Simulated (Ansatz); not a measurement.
# SnO2: the cost of one run

All numbers below are computed with Ansatz 0.2.0 (DFT PBE, scalar-relativistic, plane waves, PAW).

4 further runs of the same task are left out: 4 set aside as unsound or not needed.

## 1. The starting structure

The cell holds 24 atoms (EuO16Sn7): a = 6.827 Å, b = 6.827 Å, c = 8.077 Å, α = 115.00°, β = 115.00°, γ = 90.00°.

The coordinates of this cell stand in the input of its own run.

The host was relaxed before at PBE: a = 4.827 Å, b = 4.827 Å, c = 3.238 Å, α = 90.00°, β = 90.00°, γ = 90.00° (conventional cell), 12.576 Å³/atom.

Places, in fractions of the supercell: Eu in place of Sn at (0.625, 0.125, 0.250). The start keeps the symmetry of the ideal site.

## 2. Band edges of the host over the zone

input.yaml reads:

```yaml
crystal:
  lattice:
    - [4.8271899931, 0.0, 0.0]
    - [0.0, 4.8271899931, 0.0]
    - [0.0, 0.0, 3.2381523548]
  atoms:
    - { symbol: Sn, position: [0.5, 0.5, 0.5] }
    - { symbol: Sn, position: [0.0, 0.0, 0.0] }
    - { symbol: O, position: [0.1934234795, 0.8065765205, 0.5] }
    - { symbol: O, position: [0.8065765205, 0.1934234795, 0.5] }
    - { symbol: O, position: [0.3065765205, 0.3065765205, 0.0] }
    - { symbol: O, position: [0.6934234795, 0.6934234795, 0.0] }
basis:
  ecutwfc: 420
  xc_grid: 2
kpoints:
  mp_grid: { grid: [6, 6, 8] }
  band_path: { path: [VBM, CBM], npoints: 2 }
hamiltonian:
  xc: pbe
scf:
  occupations: { method: gaussian, width: 0.02 }
output:
  forces: true
  stress: true
  eigenvalues: true
```

Run with:

```console
> ansatz run input.yaml --threads 8 --pin off --max-ram 16384MiB --backend cpu --events-out ev --progress --plain --runs-dir out
```

What time and memory should one allow on 8 threads of Arm Neoverse V2, shared host?

About 1.9 s, with a peak of 0.34 GiB.
